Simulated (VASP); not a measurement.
# TiS2 (P-3m1) in VASP: a series of runs

Aim: see how the results for TiS2 move with the level of theory and the settings. Levels: PBE, LDA. Tasks: optical spectrum, band structure, density of states.

All numbers are computed with VASP 6.6.1; they aren't measurements. Logs are shortened: lines on timing, memory, paths and dates and some standing lists are left out, and cuts for length are marked.

**1. The structure**

The structure is trigonal, space group P-3m1 (No. 164). The conventional cell has a = 3.358 Å, b = 3.358 Å, c = 5.523 Å, α = 90.00°, β = 90.00°, γ = 120.00°. Around Ti (site symmetry -3m) lie 6 S at 2.41 Å. S (site symmetry 3m) is surrounded by 3 Ti at 2.41 Å.

**2. Optical spectrum, PBE**

Input file INCAR:

```
PREC     = Accurate       # precision mode
ENCUT    = 520            # plane-wave cutoff, eV
EDIFF    = 1E-6           # SCF threshold, eV
ISMEAR   = 0              # smearing method
SIGMA    = 0.05           # smearing width, eV
LREAL    = False          # projectors in reciprocal space
LASPH    = True           # aspherical terms in the spheres
NELM     = 80             # most SCF steps
ALGO     = Normal         # electronic algorithm
ISIF     = 2              # what is computed and relaxed
LWAVE    = False          # write WAVECAR
LCHARG   = False          # write CHGCAR
GGA      = PE             # functional
LOPTICS  = True           # frequency-dependent dielectric function
NBANDS   = 44             # bands
NEDOS    = 3000           # points of the DOS
CSHIFT   = 0.05         
WPLASMAI = 0            
KPAR     = 4
```

Input file KPOINTS:

```
regular mesh
0
Gamma
  18 18 10
```

Input file POSCAR:

```
TiS2                                    
1.0
    3.3584554850      0.0000000000      0.0000000000
   -1.6792277425      2.9085077675      0.0000000000
    0.0000000000      0.0000000000      5.5230876397
  Ti              S             
     1     2
Direct
     0.0000000000000000    0.0000000000000000    0.0000000000000000
     0.3333333332999970    0.6666666667000030    0.2587672940129977
     0.6666666667000030    0.3333333332999970    0.7412327059870023
```

Potentials or basis: VASP PAW PBE potentials, release 64 (Ti_sv, S).

The run is started by

```bash
cat potpaw_PBE.64/Ti_sv/POTCAR potpaw_PBE.64/S/POTCAR > POTCAR
mpirun -np 4 vasp_std > vasp.out
```

OUTCAR:

```text
PREC = Accurate
   ENCUT = 520
   EDIFF = 1E-6
   ISMEAR = 0
   LREAL = False
   LASPH = True
   NELM = 80
   ISIF = 2
   GGA = PE

 ion  position               nearest neighbor table
   1  0.000  0.000  0.000-   2 2.41   3 2.41   3 2.41   2 2.41   3 2.41   2 2.41
   2  0.333  0.667  0.259-   1 2.41   1 2.41   1 2.41
   3  0.667  0.333  0.741-   1 2.41   1 2.41   1 2.41

  LATTYP: Found a hexagonal cell.
 ALAT       =     3.3584554850
 C/A-ratio  =     1.6445320369

  Lattice vectors:

 A1 = (   3.3584554850,   0.0000000000,   0.0000000000)
 A2 = (  -1.6792277425,   2.9085077675,   0.0000000000)
 A3 = (   0.0000000000,   0.0000000000,   5.5230876397)

Analysis of symmetry for initial positions (statically):
=====================================================================
 Subroutine PRICEL returns:
 Original cell was already a primitive cell.

 Routine SETGRP: Setting up the symmetry group for a
 hexagonal supercell.

 Subroutine GETGRP returns: Found 12 space group operations
 (whereof 12 operations were pure point group operations)
 out of a pool of 24 trial point group operations.

The static configuration has the point symmetry D_3d.

Analysis of symmetry for dynamics (positions and initial velocities):
=====================================================================
 Subroutine PRICEL returns:
 Original cell was already a primitive cell.

 Routine SETGRP: Setting up the symmetry group for a
 hexagonal supercell.

 Subroutine GETGRP returns: Found 12 space group operations
 (whereof 12 operations were pure point group operations)
 out of a pool of 24 trial point group operations.

The dynamic configuration has the point symmetry D_3d.

 Subroutine INISYM returns: Found 12 space group operations
 (whereof 12 operations are pure point group operations),
 and found     1 'primitive' translations

----------------------------------------------------------------------------------------

                                     Primitive cell

  volume of cell :      53.9500

  direct lattice vectors                    reciprocal lattice vectors
     3.358455485  0.000000000  0.000000000     0.297755919  0.171909460  0.000000000
    -1.679227742  2.908507768  0.000000000     0.000000000  0.343818920  0.000000000
     0.000000000  0.000000000  5.523087640     0.000000000  0.000000000  0.181058145

  length of vectors
     3.358455485  3.358455485  5.523087640     0.343818920  0.343818920  0.181058145

  position of ions in fractional coordinates (direct lattice)
     0.000000000  0.000000000  0.000000000
     0.333333333  0.666666667  0.258767294
     0.666666667  0.333333333  0.741232706

  ion indices of the primitive-cell ions
   primitive index   ion index
                 1           1
                 2           2
                 3           3

----------------------------------------------------------------------------------------

[... 83 lines left out ...]
   EFERMI =   0.00;   METHOD = LEGACY
   ISMEAR =     0;   SIGMA  =   0.05  broadening in eV -4-tet -1-fermi 0-gaus
   EFERMI_NEDOS =   21; number of points for ismear=-14 and -15
   IALGO  =     38    algorithm
   IMIX   =      4    mixing-type and parameters
     AMIX     =   0.40;   BMIX     =  1.00
     AMIX_MAG =   1.60;   BMIX_MAG =  1.00
  volume/ion in A,a.u.               =      17.98       121.36
  Fermi-wavevector in a.u.,A,eV,Ry     =   1.249726  2.361639 21.249770  1.561814
  Thomas-Fermi vector in A             =   2.383753
   LORBIT       =      0    0 simple, 1 ext, 2 COOP (PROOUT), +10 PAW based schemes
   GGA     = PE    functional components
   LHFCALC =     F    Hartree Fock is set to
   AEXX    =    0.0000 exact exchange contribution
   IVDW    =     0    specifies the selected vdW correction
   LEPSILON=     F    determine dielectric tensor
   LRPA    =     F    only Hartree local field effects (RPA)
 non-spin polarized calculation
 Gauss-broadening in eV      SIGMA  =   0.05
  energy-cutoff  :      520.00
  volume of cell :       53.95
 maximum number of plane-waves:      1484
 NGX is ok and might be reduce to    28
   NGX = 13   NGY = 13   NGZ = 21

 number of electron      23.9999997 magnetization

 Free energy of the ion-electron system (eV)
  ---------------------------------------------------
  ext. energy  EPLUGINS =         0.00000000
  ---------------------------------------------------
  free energy    TOTEN  =       -19.87526074 eV

  energy without entropy =      -19.87483597  energy(sigma->0) =      -19.87504835

 E-fermi :   6.1401     XC(G=0): -10.4416

 val. band max:        6.1196195061   @ k =   0.0000   0.3889   0.4000
 cond. band min:       6.1470735631   @ k =   0.0000   0.4444   0.3000
 fundamental gap:      0.0274540570
 Fermi energy:         6.1400930712

 k-point     1 :       0.0000    0.0000    0.0000
  band No.  band energies     occupation
      1     -51.3974      2.00000
      2     -27.6324      2.00000
      3     -27.5802      2.00000
      4     -27.5802      2.00000
      5      -7.8747      2.00000
      6      -5.9708      2.00000
[... 637 lines left out ...]
     23      17.9193      0.00000
     24      18.5658      0.00000

 [... further k-points ...]

 [bands above 24 left out]

------------------------ aborting loop because EDIFF is reached ----------------------------------------

  FORCE on cell =-STRESS in cart. coord.  units (eV):
  Direction    XX          YY          ZZ          XY          YZ          ZX
  --------------------------------------------------------------------------------------
  -------------------------------------------------------------------------------------
  Total        1.2670077      1.2670077      1.2892282      0.0000000      0.0000000      0.0000000
  in kB       37.6268695     37.6268695     38.2867615      0.0000000      0.0000000      0.0000000
  external PRESSURE =      37.8468335 kB  Pullay stress =       0.0000000 kB

 VOLUME and BASIS-vectors are now :
 -----------------------------------------------------------------------------
  energy-cutoff  :      520.00
  volume of cell :       53.95
      direct lattice vectors                 reciprocal lattice vectors
     3.358455485  0.000000000  0.000000000     0.297755919  0.171909460  0.000000000
    -1.679227742  2.908507768  0.000000000     0.000000000  0.343818920  0.000000000
     0.000000000  0.000000000  5.523087640     0.000000000  0.000000000  0.181058145

 POSITION                                       TOTAL-FORCE (eV/Angst)
 -----------------------------------------------------------------------------------
      0.00000      0.00000      0.00000        -0.000000      0.000000      0.000000
     -0.00000      1.93901      1.42919        -0.000000      0.000000     -0.023108
      1.67923      0.96950      4.09389         0.000000     -0.000000      0.023108
 -----------------------------------------------------------------------------------
    total drift:                               -0.000000     -0.000000      0.000000

  FREE ENERGIE OF THE ION-ELECTRON SYSTEM (eV)
  ---------------------------------------------------
  free  energy   TOTEN  =       -19.8752607354 eV

  energy  without entropy=      -19.8748359725  energy(sigma->0) =      -19.87504835

 electrical conductivity sigma (Mega S m-1) (frequency dependency in vasprun.xml)
  --------------------------------------------------------------------------------------
       0.003       0.000       0.000
       0.000       0.003       0.000
       0.000       0.000       0.001

  frequency dependent IMAGINARY DIELECTRIC FUNCTION (independent particle, no local field effects) density-density
     E(ev)      X         Y         Z        XY        YZ        ZX
  --------------------------------------------------------------------------------------------------------------
     0.00000     0.00000     0.00000     0.00000     0.00000     0.00000     0.00000
     1.09944    16.76242    16.76242    11.52028     0.00000    -0.00000     0.00000
     2.19887    15.29831    15.29831     7.12028    -0.00000    -0.00000     0.00000
     3.29831     8.99380     8.99380     6.27046    -0.00000    -0.00000     0.00000
     4.39775    11.09285    11.09285    12.15987    -0.00000     0.00000     0.00000
     5.49718     6.02516     6.02516     7.50112    -0.00000     0.00000     0.00000
[... 92 lines left out ...]
   107.74478     0.00004     0.00004     0.00004    -0.00000     0.00000    -0.00000
   108.84421     0.00004     0.00004     0.00004    -0.00000     0.00000    -0.00000

  frequency dependent      REAL DIELECTRIC FUNCTION (independent particle, no local field effects) density-density
     E(ev)        X           Y           Z          XY          YZ          ZX
  --------------------------------------------------------------------------------------------------------------
     0.00000    26.94849    26.94849    16.24396     0.00000     0.00000     0.00000
     1.09944    27.00826    27.00826    15.61373     0.00000     0.00000     0.00000
     2.19887    -2.91406    -2.91406     8.19537     0.00000    -0.00000     0.00000
     3.29831     6.46891     6.46891    11.16520    -0.00000    -0.00000     0.00000
     4.39775     2.70640     2.70640     4.49065    -0.00000    -0.00000    -0.00000
     5.49718    -2.41985    -2.41985    -1.11726    -0.00000     0.00000    -0.00000
[... 92 lines left out ...]
   107.74478     0.95906     0.95906     0.95902    -0.00000    -0.00000     0.00000
   108.84421     0.95992     0.95992     0.95988    -0.00000    -0.00000     0.00000

  frequency dependent IMAGINARY DIELECTRIC FUNCTION (independent particle, no local field effects) current-current
     E(ev)      X         Y         Z        XY        YZ        ZX
  --------------------------------------------------------------------------------------------------------------
     0.00000    71.25917    71.25917    41.72828    -0.00000     0.00000     0.00000
     1.09944    19.21698    19.21698    12.87403     0.00000    -0.00000     0.00000
     2.19887    15.09418    15.09418     7.46617    -0.00000    -0.00000    -0.00000
     3.29831     9.16643     9.16643     6.58518     0.00000    -0.00000     0.00000
     4.39775    11.14043    11.14043    12.24136    -0.00000     0.00000     0.00000
     5.49718     5.96152     5.96152     7.45624     0.00000    -0.00000    -0.00000
[... 92 lines left out ...]
   107.74478     0.00000     0.00000     0.00000     0.00000    -0.00000     0.00000
   108.84421     0.00000     0.00000     0.00000     0.00000    -0.00000     0.00000

  frequency dependent      REAL DIELECTRIC FUNCTION (independent particle, no local field effects) current-current
     E(ev)        X           Y           Z          XY          YZ          ZX
  --------------------------------------------------------------------------------------------------------------
     0.00000    26.71444    26.71444    16.21101    -0.00000     0.00000     0.00000
     1.09944    25.50609    25.50609    14.51018    -0.00000    -0.00000     0.00000
     2.19887    -3.66041    -3.66041     7.84708    -0.00000    -0.00000     0.00000
     3.29831     6.20016     6.20016    10.97447     0.00000    -0.00000    -0.00000
     4.39775     2.45167     2.45167     4.21858     0.00000     0.00000    -0.00000
     5.49718    -2.52557    -2.52557    -1.25213     0.00000    -0.00000     0.00000
[... 92 lines left out ...]
   107.74478     0.95906     0.95906     0.95902     0.00000     0.00000    -0.00000
   108.84421     0.95993     0.95993     0.95989     0.00000     0.00000    -0.00000
```

Wall time 90 s (4 MPI ranks of Intel Xeon 6975P-C (Granite Rapids), shared host); peak memory 1.1 GiB.

What came out:

```
Free energy            : -19.8753 eV
Pressure               : 3.8 GPa
Largest force          : 0.023 eV/Å
Band gap on the k mesh : none (metal or under the smearing width)
```

Forces on the atoms (eV/Å):
```
Ti   0.000  0.000  0.000
S    0.000  0.000 -0.023
S    0.000  0.000  0.023
```

Dielectric function (mean over the directions given):
```
energy (eV)  real part  imaginary part
       0.29      24.52            0.76
       0.73      29.48           11.00
       1.25      21.43           20.83
       1.76       3.55           22.65
       2.27      -1.52            9.95
       2.79       7.11            6.88
       3.30       8.03            8.09
       3.81       5.90           11.45
       4.25       3.07           11.50
       4.76      -1.32           11.33
       5.28      -1.65            7.95
       5.79      -1.53            5.62
       6.30      -1.40            4.99
       6.82      -1.19            3.39
       7.33      -0.39            1.88
       7.84       1.32            2.01
       8.28       2.34            2.54
       8.80       2.81            3.98
       9.31       1.69            5.52
       9.82       0.95            6.17
      10.33      -0.49            4.46
      10.85      -0.65            3.67
      11.36      -0.63            4.16
      11.87      -0.97            3.77
      12.31      -1.29            3.48
      12.83      -1.62            2.92
      13.34      -1.33            2.27
      13.85      -1.29            2.39
      14.37      -1.55            1.78
      14.88      -1.62            1.37
      15.39      -1.37            1.10
      15.91      -1.02            0.88
      16.34      -0.93            0.74
      16.86      -0.74            0.70
      17.37      -0.61            0.61
      17.88      -0.48            0.50
      18.40      -0.49            0.50
      18.91      -0.38            0.40
      19.42      -0.30            0.30
      19.94      -0.19            0.22
```

Caveat: independent-particle spectra lack excitons; the intraband (Drude) part of a metal's response may be missing.

[end of part 1 of 3]
